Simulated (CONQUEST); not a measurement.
Set up this calculation in CONQUEST 1.3, as the native input.

* Task: single point
* Functional: PBE
* Potentials or basis: PseudoDojo NC PBE, SZP, grid cutoff 150 Ha
* k mesh: 6 × 6 × 5
* Occupations: fermi-dirac, width 0.05 eV
* Spin: no spin polarisation
* Solver: diagonalisation
* SCF tolerance: 1e-06

AlN:

```
Al N
1.0
     3.08863    0.00000    0.00000
     0.00000    3.08863    0.00000
     0.00000    0.00000    4.36799
Al N
2 2
Direct
  0.00000 0.00000 0.00000
  0.50000 0.50000 0.50000
  0.00000 0.50000 0.75000
  0.50000 0.00000 0.25000
```

Measurements of this composition are mostly on another form, of space group No. 186.

One way to write it, as run:

Conquest_input

```
IO.Title AlN
IO.Coordinates coords.dat
IO.FractionalAtomicCoords T
IO.Iprint 2
IO.Iprint_init 1
General.NumberOfSpecies 2
General.PseudopotentialType hamann
AtomMove.TypeOfRun static
AtomMove.FullStress T
Grid.GridCutoff 150
DM.SolutionMethod diagon
Diag.MPMesh T
Diag.GammaCentred T
Diag.MPMeshX 6
Diag.MPMeshY 6
Diag.MPMeshZ 5
Diag.kT 0.00183747
minE.SCTolerance 1e-6
SC.MaxIters 100
IO.AtomChargeOutput T
%block ChemicalSpeciesLabel
1 26.980 Al
2 14.010 N
%endblock
```

coords.dat

```
    5.8366710591     0.0000000000     0.0000000000
    0.0000000000     5.8366710591     0.0000000000
    0.0000000000     0.0000000000     8.2542993708
4
  0.0000000000   0.0000000000   0.0000000000 1 T T T
  0.5000000000   0.5000000000   0.5000000000 1 T T T
  0.0000000000   0.5000000000   0.7500000000 2 T T T
  0.5000000000   0.0000000000   0.2500000000 2 T T T
```

Potentials or basis: PseudoDojo NC PBE, SZP, grid cutoff 150 Ha.

Command:

```sh
$ Conquest
```

It gave:

```
Pressure               : 9.7 GPa
Band gap on the k mesh : 3.32 eV
Mulliken charges       : Al +0.83; N -0.83 e
```

Caveat: the atomic basis is small; Mulliken charges move with the basis; an odd mesh through Γ misses points on the zone boundary, where band edges often lie; the basis of atomic orbitals isn't converged, which shifts pressures, moduli and gaps; the real-space grid breaks the cell's symmetry a little.

Run time: 25 s on 1 thread of AMD EPYC 9R45 96-Core Processor (Zen 5), with other jobs on the host, peak memory 0.52 GiB.
